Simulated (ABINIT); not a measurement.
TePb: band structure with LDA-VWN

**Measured values to compare with.**

A printed reference work, monograph reports, for a bulk crystal of TePb at 4.2 K: band gap 0.19 eV (direct).

The system is TePb.

```
Pb Te
1.0
     0.00000    3.23100    3.23100
     3.23100    0.00000    3.23100
     3.23100    3.23100    0.00000
Pb Te
1 1
Direct
  0.00000 0.00000 0.00000
  0.50000 0.50000 0.50000
```

- Program: ABINIT 10.8.3 (patched build)
- Task: band structure
- Functional: LDA-VWN
- Potentials or basis: JTH PAW LDA v2.0 sp
- Cutoff: 408 eV
- k mesh: 7 × 7 × 7
- Occupations: fermi-dirac, width 0.05 eV
- Spin: no spin polarisation
- Fine-grid cutoff: 816.342 eV

- Pressure: -1.7 GPa
- Band gap along the path: 0.66 eV, direct
- Valence electrons inside the program's atomic spheres: Pb 2.58; Te 3.13

Levels at the corners of the path, in eV from the Fermi level:
```csv
point,band 1,band 2,band 3,band 4,band 5,band 6,band 7,band 8,band 9,band 10
Γ,-12.44,-6.11,-1.65,-1.65,-1.65,3.73,3.73,3.73,5.40,5.40
X,-10.85,-7.79,-4.86,-3.13,-3.13,2.92,5.10,5.10,6.27,8.54
W,-10.67,-8.46,-4.14,-4.14,-0.70,1.24,4.89,4.89,6.41,6.41
K,-10.74,-8.43,-4.48,-2.64,-2.46,3.20,3.38,4.76,5.56,8.28
Γ,-12.44,-6.11,-1.65,-1.65,-1.65,3.73,3.73,3.73,5.40,5.40
L,-11.00,-9.03,-1.22,-1.22,-0.37,0.28,0.84,0.84,7.72,8.79
U,-10.74,-8.43,-4.48,-2.64,-2.46,3.20,3.38,4.76,5.56,8.28
W,-10.67,-8.46,-4.14,-4.14,-0.70,1.24,4.89,4.89,6.41,6.41
L,-11.00,-9.03,-1.22,-1.22,-0.37,0.28,0.84,0.84,7.72,8.79
K,-10.74,-8.43,-4.48,-2.64,-2.46,3.20,3.38,4.76,5.56,8.28
```

It took 31 s on 1 thread of Arm Neoverse V2, with other jobs on the host, peak memory 0.11 GiB.

Against the measured gap of TePb, 0.19 eV (direct; 4.2 K; a printed reference work, monograph), the calculated 0.66 eV is off by +0.47 eV. Spin-orbit coupling on Pb, Te is left out. The value is that of LDA-VWN, without temperature or zero-point motion.

Caveat: this odd mesh misses L, where the gap lies, so gap, dielectric constants and Born charges aren't listed; spin-orbit coupling is left out, which moves the levels of the heavy elements; this set keeps more shells in the core, which shifts pressures and gaps.
